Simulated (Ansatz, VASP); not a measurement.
**VH2 in VASP and in Ansatz**

The input INCAR:

```
  ALGO = Normal
  EDIFF = 1E-6
  ENCUT = 520
  GGA = CA
  ISIF = 2
  ISMEAR = -1
  LASPH = True
  LCHARG = False
  LREAL = False
  LWAVE = False
  NBANDS = 14
  NELM = 100
  PREC = Accurate
  SIGMA = 0.15
```

Contents of KPOINTS:

```
k-points
0
Gamma
  18 18 18
```

POSCAR

```
VH2
1.0
    0.0000000000      2.0824035328      2.0824035328
    2.0824035328      0.0000000000      2.0824035328
    2.0824035328      2.0824035328      0.0000000000
V H
1 2
Direct
    0.0000000000      0.0000000000      0.0000000000
    0.2500000000      0.2500000000      0.2500000000
    0.7500000000      0.7500000000      0.7500000000
```

Input for Ansatz:

```yaml
crystal:
  lattice:
    - [0.0, 2.0824035328, 2.0824035328]
    - [2.0824035328, 0.0, 2.0824035328]
    - [2.0824035328, 2.0824035328, 0.0]
  atoms:
    - { symbol: V, position: [0.0, 0.0, 0.0] }
    - { symbol: H, position: [0.25, 0.25, 0.25] }
    - { symbol: H, position: [0.75, 0.75, 0.75] }
basis:
  ecutwfc: 420
kpoints:
  mp_grid: { grid: [18, 18, 18] }
hamiltonian:
  xc: lda
scf:
  occupations: { method: fermi_dirac, width: 0.15 }
output:
  forces: true
  stress: true
  eigenvalues: true
```

Alike in both runs: task single point; functional LDA; k mesh 18 × 18 × 18; occupations fermi-dirac, width 0.15 eV; no spin polarisation.

|  | VASP | Ansatz |
| --- | --- | --- |
| version | VASP 6.6.1 | Ansatz 0.2.0 |
| potentials or method | VASP PAW LDA potentials, release 64 (V_sv, H) | scalar-relativistic, plane waves, PAW |
| plane-wave cutoff (eV) | 520 | 420 |
| valence electrons in the cell | 15 | 15 |

|  | VASP | Ansatz | Ansatz less VASP |
| --- | --- | --- | --- |
| gap on the k mesh at the Fermi level (eV) | none | none | - |
| pressure (GPa) | -3.4 | -3.8 | -0.31 |

A gap of «none» marks a metal or a gap that the smearing closes.
